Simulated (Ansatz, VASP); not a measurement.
## Be2C3 in VASP and in Ansatz

```
Be C
1.0
     0.00000    3.49695    3.49695
     3.49695    0.00000    3.49695
     3.49695    3.49695    0.00000
Be C
4 6
Cartesian
  3.4969 3.4969 3.4969
  1.7485 1.7485 1.7485
  5.2454 5.2454 5.2454
  0.0000 0.0000 0.0000
  5.2453 3.4969 3.4969
  1.7486 3.4969 3.4969
  3.4969 5.2453 3.4969
  3.4969 1.7486 3.4969
  3.4969 3.4969 5.2453
  3.4969 3.4969 1.7486
```

Alike in both runs: functional PBE; k mesh 4 × 4 × 4; occupations gaussian, width 0.1 eV; no spin polarisation.

Ansatz relaxed the structure, and its values are those at the end. VASP's run is a single point on that final structure, the one shown.

```csv
,VASP,Ansatz
version,VASP 6.6.1,Ansatz 0.2.0
potentials or method,"VASP PAW PBE potentials, release 64 (Be, C)","scalar-relativistic, plane waves, PAW"
plane-wave cutoff (eV),520,420
valence electrons in the cell,32,32
```

VASP gave:

| Quantity | Value |
| --- | --- |
| gap on the k mesh at the Fermi level (eV) | none |
| pressure (GPa) | 0.0 |

Q: What did Ansatz give for the same quantities?

A: gap on the k mesh at the Fermi level (eV): none; pressure (GPa): -0.1.

A gap of «none» marks a metal or a gap that the smearing closes. The functional is the same, so the differences come from potentials, cutoffs and numerics.

Caveats: the k mesh is coarse (spacing up to 0.39 Å⁻¹), so the values aren't converged.
